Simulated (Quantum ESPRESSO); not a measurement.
# CdSe (Pm-3m) in Quantum ESPRESSO: single point with AM05

Aim: the single point of CdSe with AM05.

All numbers are computed with Quantum ESPRESSO 7.5; they aren't measurements. Logs are shortened: lines on timing, memory, paths and dates and some standing lists are left out, and cuts for length are marked.

## Step 1: The undisturbed crystal

Symmetry: Pm-3m, No. 221, cubic system. Conventional cell: a = 3.557 Å, b = 3.557 Å, c = 3.557 Å, α = 90.00°, β = 90.00°, γ = 90.00°. Cd (site symmetry m-3m) is surrounded by 8 Se at 3.08 Å. Around Se (site symmetry m-3m) lie 8 Cd at 3.08 Å.

The cell was built by a generator and needn't be a form met in nature.

## Step 2: Single point, AM05 (atoms moved at random, drawn with an rms of 0.05 Å)

File pw.in:

```
&CONTROL
  calculation = 'scf'
  prefix = 'pwscf'
  outdir = './tmp'
  pseudo_dir = './pseudo'
  tprnfor = .true.
  tstress = .true.
  disk_io = 'low'
/
&SYSTEM
  ibrav = 0
  nat = 2
  ntyp = 2
  ecutwfc = 86
  nbnd = 26
  input_dft = 'XC-000I-000I-120L-135L-000I-000I'
  occupations = 'smearing'
  smearing = 'fd'
  degauss = 0.00367493
/
&ELECTRONS
  conv_thr = 4d-10
  electron_maxstep = 120
  mixing_beta = 0.5
/
ATOMIC_SPECIES
Cd   112.4140 Cd.upf
Se    78.9710 Se.upf
CELL_PARAMETERS angstrom
   3.5568600000    0.0000000000    0.0000000000
   0.0000000000    3.5568600000    0.0000000000
   0.0000000000    0.0000000000    3.5568600000
ATOMIC_POSITIONS crystal
Cd     0.4946480000    0.5011490000    0.5075260000
Se     0.0014250000   -0.0026150000    0.0037900000
K_POINTS automatic
5 5 5 0 0 0
```

File scf2.in:

```
&CONTROL
  calculation = 'scf'
  prefix = 'pwscf'
  outdir = './tmp'
  pseudo_dir = './pseudo'
  tprnfor = .true.
  tstress = .true.
  disk_io = 'low'
/
&SYSTEM
  ibrav = 0
  nat = 2
  ntyp = 2
  ecutwfc = 86
  nbnd = 26
  input_dft = 'XC-000I-000I-120L-135L-000I-000I'
  occupations = 'smearing'
  smearing = 'fd'
  degauss = 0.00367493
/
&ELECTRONS
  conv_thr = 1d-11
  electron_maxstep = 120
  mixing_beta = 0.5
  startingpot = 'file'
  startingwfc = 'file'
/
ATOMIC_SPECIES
Cd   112.4140 Cd.upf
Se    78.9710 Se.upf
CELL_PARAMETERS angstrom
   3.5568600000    0.0000000000    0.0000000000
   0.0000000000    3.5568600000    0.0000000000
   0.0000000000    0.0000000000    3.5568600000
ATOMIC_POSITIONS crystal
Cd     0.4946480000    0.5011490000    0.5075260000
Se     0.0014250000   -0.0026150000    0.0037900000
K_POINTS automatic
5 5 5 0 0 0
```

Potentials or basis: Ansatz NC SR PBE.

On the command line:

```console
> OMP_NUM_THREADS=1 pw.x -in pw.in > pw.out
> OMP_NUM_THREADS=1 pw.x -in scf2.in > scf2.out
```

pw.out:

```text
[... set-up lines left out ...]
     Self-consistent Calculation

     iteration #  1     ecut=    86.00 Ry     beta= 0.50
     Davidson diagonalization with overlap
     ethr =  1.00E-02,  avg # of iterations =  5.1

     Threshold (ethr) on eigenvalues was too large:
     Diagonalizing with lowered threshold

     Davidson diagonalization with overlap
     ethr =  4.41E-04,  avg # of iterations =  1.3

     total energy              =    -591.51581703 Ry
     estimated scf accuracy    <       0.15908081 Ry

     iteration #  2     ecut=    86.00 Ry     beta= 0.50
     Davidson diagonalization with overlap
     ethr =  4.42E-04,  avg # of iterations =  2.0

     total energy              =    -591.56302676 Ry
     estimated scf accuracy    <       0.08429690 Ry

     iteration #  3     ecut=    86.00 Ry     beta= 0.50
     Davidson diagonalization with overlap
     ethr =  2.34E-04,  avg # of iterations =  2.1

     total energy              =    -591.57427277 Ry
     estimated scf accuracy    <       0.00094914 Ry

     iteration #  4     ecut=    86.00 Ry     beta= 0.50
     Davidson diagonalization with overlap
     ethr =  2.64E-06,  avg # of iterations =  6.6

     total energy              =    -591.57445882 Ry
     estimated scf accuracy    <       0.00026264 Ry

     iteration #  5     ecut=    86.00 Ry     beta= 0.50
     Davidson diagonalization with overlap
     ethr =  7.30E-07,  avg # of iterations =  2.2

     total energy              =    -591.57448954 Ry
     estimated scf accuracy    <       0.00006809 Ry

     iteration #  6     ecut=    86.00 Ry     beta= 0.50
     Davidson diagonalization with overlap
     ethr =  1.89E-07,  avg # of iterations =  2.0

     total energy              =    -591.57451476 Ry
     estimated scf accuracy    <       0.00031321 Ry

     iteration #  7     ecut=    86.00 Ry     beta= 0.50
     Davidson diagonalization with overlap
     ethr =  1.89E-07,  avg # of iterations =  1.9

     total energy              =    -591.57451858 Ry
     estimated scf accuracy    <       0.00003983 Ry

     iteration #  8     ecut=    86.00 Ry     beta= 0.50
     Davidson diagonalization with overlap
     ethr =  1.11E-07,  avg # of iterations =  1.1

     total energy              =    -591.57452583 Ry
     estimated scf accuracy    <       0.00000187 Ry

     iteration #  9     ecut=    86.00 Ry     beta= 0.50
     Davidson diagonalization with overlap
     ethr =  5.19E-09,  avg # of iterations =  1.3

     total energy              =    -591.57452579 Ry
     estimated scf accuracy    <       0.00000042 Ry

     iteration # 10     ecut=    86.00 Ry     beta= 0.50
     Davidson diagonalization with overlap
     ethr =  1.16E-09,  avg # of iterations =  1.1

     total energy              =    -591.57452585 Ry
     estimated scf accuracy    <          1.4E-09 Ry

     iteration # 11     ecut=    86.00 Ry     beta= 0.50
     Davidson diagonalization with overlap
     ethr =  4.02E-12,  avg # of iterations =  4.0

     total energy              =    -591.57452585 Ry
     estimated scf accuracy    <          4.4E-09 Ry

     iteration # 12     ecut=    86.00 Ry     beta= 0.50
     Davidson diagonalization with overlap
     ethr =  4.02E-12,  avg # of iterations =  2.0

     End of self-consistent calculation

          k = 0.0000 0.0000 0.0000 (  4067 PWs)   bands (ev):

   -90.6204 -51.7020 -51.7020 -51.7020 -35.5291 -35.5291 -35.5267 -35.5267
   -35.5267  -1.9463   3.1063   3.1063   3.5318   3.5321   3.5322  10.0653
    10.5109  10.5110  10.5123  17.8049  17.8071  22.2549  22.2550  22.2577
    26.4429  26.4460

          k = 0.0000 0.0000 0.2000 (  4064 PWs)   bands (ev):

   -90.6204 -51.7030 -51.7019 -51.7019 -35.5291 -35.5286 -35.5268 -35.5268
   -35.5267  -1.6923   3.1226   3.1876   3.4570   3.4573   3.5380   7.7696
    10.8772  10.8779  12.2289  18.0284  18.4565  20.6214  20.6244  21.5720
    24.8743  26.3575

          k = 0.0000 0.0000 0.4000 (  4088 PWs)   bands (ev):

   -90.6203 -51.7047 -51.7018 -51.7018 -35.5291 -35.5278 -35.5270 -35.5270
   -35.5267  -1.1918   3.1491   3.2429   3.3423   3.3427   3.5476   6.0213
    11.5854  11.5859  13.7873  16.3456  18.5207  18.6168  18.6308  22.7152
    25.5218  26.4425

          k = 0.0000 0.2000 0.2000 (  4074 PWs)   bands (ev):

   -90.6203 -51.7029 -51.7029 -51.7018 -35.5288 -35.5284 -35.5270 -35.5268
   -35.5268  -1.4677   3.1629   3.2633   3.4171   3.4548   3.4887   7.6712
     9.1827  11.1559  13.7247  17.1105  19.2318  19.6746  20.2654  22.5498
    24.0231  24.5319

          k = 0.0000 0.2000 0.4000 (  4095 PWs)   bands (ev):

   -90.6203 -51.7046 -51.7028 -51.7017 -35.5287 -35.5276 -35.5271 -35.5270
   -35.5268  -1.0408   3.1961   3.3625   3.3679   3.4203   3.4958   6.3560
     9.4668  11.6685  13.7645  15.9666  18.8748  19.1703  20.0864  24.1052
    24.6996  25.2536

          k = 0.0000 0.4000 0.4000 (  4098 PWs)   bands (ev):

   -90.6202 -51.7045 -51.7045 -51.7016 -35.5284 -35.5273 -35.5271 -35.5270
   -35.5270  -0.7765   3.2526   3.4055   3.4180   3.5999   3.6124   7.1352
     7.5784  11.3019  11.8077  17.5514  18.9151  20.4526  20.7418  22.6637
    24.4448  25.7100

          k = 0.2000 0.2000 0.2000 (  4091 PWs)   bands (ev):

   -90.6203 -51.7029 -51.7028 -51.7028 -35.5284 -35.5283 -35.5270 -35.5269
   -35.5269  -1.2605   3.2698   3.2698   3.4015   3.4018   3.4875   7.6191
     9.6102   9.6103  14.3439  18.1625  18.1666  18.3526  21.0605  21.0610
    26.6288  26.7205
[... 360 lines left out ...]
   -90.6202 -51.7044 -51.7044 -51.7026 -35.5279 -35.5273 -35.5271 -35.5271
   -35.5271  -0.5705   3.2119   3.2602   3.4038   3.5641   3.6258   7.5464
     8.1407  10.6375  11.7027  15.9384  16.5651  19.3052  21.9566  24.7423
    24.8687  27.6118

          k =-0.4000 0.4000 0.2000 (  4094 PWs)   bands (ev):

   -90.6202 -51.7044 -51.7044 -51.7026 -35.5279 -35.5273 -35.5271 -35.5271
   -35.5271  -0.5705   3.2118   3.2605   3.4038   3.5640   3.6258   7.5461
     8.1410  10.6375  11.7027  15.9388  16.5644  19.3059  21.9563  24.7425
    24.8686  27.6116

          k =-0.4000-0.4000 0.4000 (  4086 PWs)   bands (ev):

   -90.6202 -51.7043 -51.7043 -51.7043 -35.5273 -35.5273 -35.5273 -35.5271
   -35.5271  -0.1714   3.0508   3.0512   3.2817   3.6368   3.6368   8.5373
     9.3464   9.3473  12.3501  13.9630  13.9644  16.3595  26.0820  26.3149
    26.3176  31.2025

          k =-0.4000 0.4000-0.4000 (  4086 PWs)   bands (ev):

   -90.6202 -51.7043 -51.7043 -51.7043 -35.5273 -35.5273 -35.5273 -35.5271
   -35.5271  -0.1714   3.0508   3.0512   3.2817   3.6368   3.6368   8.5373
     9.3464   9.3473  12.3501  13.9629  13.9644  16.3595  26.0820  26.3149
    26.3176  31.2032

          k = 0.4000-0.4000-0.4000 (  4086 PWs)   bands (ev):

   -90.6202 -51.7043 -51.7043 -51.7043 -35.5273 -35.5273 -35.5273 -35.5271
   -35.5271  -0.1714   3.0512   3.0512   3.2815   3.6368   3.6368   8.5370
     9.3464   9.3473  12.3507  13.9627  13.9640  16.3600  26.0804  26.3166
    26.3177  31.2034

     the Fermi energy is    11.6836 ev

!    total energy              =    -591.57452585 Ry
     estimated scf accuracy    <          1.7E-12 Ry
     smearing contrib. (-TS)   =      -0.00237463 Ry
     internal energy E=F+TS    =    -591.57215122 Ry

     The total energy is F=E-TS. E is the sum of the following terms:
     one-electron contribution =    -305.21156692 Ry
     hartree contribution      =     162.45123828 Ry
     xc contribution           =     -95.55585532 Ry
     ewald contribution        =    -353.25596726 Ry

     convergence has been achieved in  12 iterations

     Forces acting on atoms (cartesian axes, Ry/au):

     atom    1 type  1   force =    -0.00024051    0.00013229    0.00012974
     atom    2 type  2   force =     0.00024051   -0.00013229   -0.00012974

     Total force =     0.000429     Total SCF correction =     0.000001

     Computing stress (Cartesian axis) and pressure

          total   stress  (Ry/bohr**3)                   (kbar)     P=      -34.23
  -0.00023304  -0.00000051  -0.00000050          -34.28       -0.07       -0.07
  -0.00000051  -0.00023253   0.00000028           -0.07      -34.21        0.04
  -0.00000050   0.00000028  -0.00023251           -0.07        0.04      -34.20

=------------------------------------------------------------------------------=
   JOB DONE.
=------------------------------------------------------------------------------=
```

Wall time 94 s (1 thread of Arm Neoverse V2, shared host); peak memory 0.17 GiB.

What came out:

```
Free energy            : -8048.7815 eV
Pressure               : -3.4 GPa
Largest force          : 0.008 eV/Å
Band gap on the k mesh : none (metal or under the smearing width)
```

Forces on the atoms (eV/Å):
```
Cd  -0.006  0.003  0.003
Se   0.006 -0.003 -0.003
```

Caveat: the k mesh is coarse; the potentials were made for another functional, which shifts forces and pressure.
